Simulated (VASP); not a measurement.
Wanted: the native input for a VASP 6.6.1 run.

- Task: relaxation of cell and atoms
- Functional: PBE
- Potentials or basis: VASP PAW PBE potentials, release 64 (Sn_d, O)
- Cutoff: 600 eV
- k mesh: 6 × 6 × 8
- Occupations: gaussian, width 0.03 eV
- Spin: no spin polarisation
- Further INCAR settings: ALGO = Normal; EDIFF = 1e-07; IBRION = 2; EDIFFG = -0.005; NSW = 90; ISIF = 3

The structure of SnO2 (Cassiterite) lies in POSCAR:

```
SnO2                                    
1.0
    4.8303407164     -0.0000000000      0.0000000000
    0.0000000000      4.8303407164      0.0000000000
    0.0000000000      0.0000000000      3.2432759806
  Sn              O             
     2     4
Direct
     0.0000000000000000    0.0000000000000000    0.0000000000000000
     0.5000000000000000    0.5000000000000000    0.5000000000000000
     0.3065777039998472    0.3065777039998472    0.0000000000000000
     0.1934222960001529    0.8065777039998471    0.5000000000000000
     0.6934222960001529    0.6934222960001529    0.0000000000000000
     0.8065777039998471    0.1934222960001529    0.5000000000000000
```

The input as run:

INCAR

```
PREC     = Accurate       # precision mode
ENCUT    = 600            # plane-wave cutoff, eV
EDIFF    = 1E-7           # SCF threshold, eV
ISMEAR   = 0              # smearing method
SIGMA    = 0.03           # smearing width, eV
LREAL    = False          # projectors in reciprocal space
LASPH    = True           # aspherical terms in the spheres
NELM     = 80             # most SCF steps
ALGO     = Normal         # electronic algorithm
ISIF     = 3              # what is computed and relaxed
LWAVE    = False          # write WAVECAR
LCHARG   = False          # write CHGCAR
GGA      = PE             # functional
IBRION   = 2              # ionic algorithm
NSW      = 90             # ionic steps
EDIFFG   = -0.005         # ionic threshold
KPAR     = 2
```

KPOINTS

```
Automatic mesh
0
Gamma
  6 6 8
```

Potentials or basis: VASP PAW PBE potentials, release 64 (Sn_d, O).

Run with:

```bash
$ cat potpaw_PBE.64/Sn_d/POTCAR potpaw_PBE.64/O/POTCAR > POTCAR
$ mpirun -np 2 vasp_std > vasp.out
```

Results of the run:

| Property | Result |
| --- | --- |
| Relaxed volume | 12.60 Å³/atom |
| Relaxed cell | a = 4.829 Å, b = 4.829 Å, c = 3.242 Å, α = 90.00°, β = 90.00°, γ = 90.00° |
| Space group after relaxing (to 0.05 Å) | P4_2/mnm (No. 136) |
| Energy gained by relaxing | 0.0 meV/atom |
| Ionic steps | 3 |
| Pressure after relaxing | 0.0 GPa |
| Largest force after relaxing | 0.005 eV/Å |
| Band gap on the k mesh | 0.64 eV, direct |

Caveat: spin-orbit coupling is left out, which moves the levels of the heavy elements.

Run time: 93 s on 2 MPI ranks on AMD EPYC 9R45 (Zen 5), on a shared host, peak memory 0.25 GiB a rank.
